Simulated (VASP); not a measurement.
The system is BaZrS3.

```
Ba Zr S
1.0
     7.13449    0.00000    0.00000
     0.00000   10.04182    0.00000
     0.00000    0.00000    7.06356
Ba Zr S
4 4 12
Direct
  0.04303 0.25000 0.00875
  0.45697 0.75000 0.50875
  0.54303 0.25000 0.49125
  0.95697 0.75000 0.99125
  0.00000 0.00000 0.50000
  0.50000 0.00000 0.00000
  0.50000 0.50000 0.00000
  0.00000 0.50000 0.50000
  0.99416 0.25000 0.56090
  0.50584 0.75000 0.06090
  0.49416 0.25000 0.93910
  0.00584 0.75000 0.43910
  0.21326 0.96818 0.78662
  0.28674 0.03182 0.28662
  0.71326 0.53182 0.71338
  0.78674 0.46818 0.21338
  0.78674 0.03182 0.21338
  0.71326 0.96818 0.71338
  0.28674 0.46818 0.28662
  0.21326 0.53182 0.78662
```

The cell is a database's computed one.

- Program: VASP 6.6.1
- Task: relaxation of cell and atoms
- Functional: PBEsol
- Potentials or basis: VASP PAW PBE potentials, release 64 (Ba_sv, Zr_sv, S)
- Cutoff: 600 eV
- k mesh: 4 × 4 × 4
- Occupations: gaussian, width 0.03 eV
- Spin: no spin polarisation

At the start: pressure -2.5 GPa; volume 25.30 Å³/atom.

Task: Where does the relaxation end?

Result: Over 16 steps the energy falls by 7.3 meV/atom and the volume is 24.44 Å³/atom (-3.4 %); space group Pnma (No. 62, to 0.05 Å).

Step by step:
```
step  energy change (eV)  largest force (eV/Å)  pressure (GPa)  volume (Å³)
   1              0.0000                0.0762           -2.52       506.06
   2             -0.0623                0.0657            2.06       477.47
   3             -0.1365                0.0480           -0.01       489.29
   4             -0.1364                0.0473            0.05       488.96
   5             -0.1373                0.0445            0.05       488.92
   6             -0.1395                0.0364            0.05       488.82
   7             -0.1424                0.0225            0.06       488.62
   8             -0.1420                0.0452            0.08       488.21
   9             -0.1433                0.0298            0.07       488.44
  10             -0.1443                0.0233            0.02       488.75
  11             -0.1452                0.0138           -0.10       489.42
  12             -0.1456                0.0135           -0.01       488.88
  13             -0.1456                0.0140            0.02       488.67
  14             -0.1457                0.0131            0.02       488.67
  15             -0.1459                0.0122            0.02       488.68
  16             -0.1461                0.0096           -0.01       488.90
```

Final structure:
```
Ba Zr S
1.0
     7.07388    0.00000    0.00000
     0.00000    9.92592    0.00000
     0.00000    0.00000    6.96288
Ba Zr S
4 4 12
Direct
  0.04988 0.25000 0.01077
  0.45012 0.75000 0.51077
  0.54988 0.25000 0.48923
  0.95012 0.75000 0.98923
  0.00000 0.00000 0.50000
  0.50000 0.00000 0.00000
  0.50000 0.50000 0.00000
  0.00000 0.50000 0.50000
  0.99545 0.25000 0.56389
  0.50455 0.75000 0.06389
  0.49545 0.25000 0.93611
  0.00455 0.75000 0.43611
  0.21141 0.96626 0.78861
  0.28859 0.03374 0.28861
  0.71141 0.53374 0.71139
  0.78859 0.46626 0.21139
  0.78859 0.03374 0.21139
  0.71141 0.96626 0.71139
  0.28859 0.46626 0.28861
  0.21141 0.53374 0.78861
```

Caveat: the PAW data sets were made with another functional, which shifts forces and pressure a little.
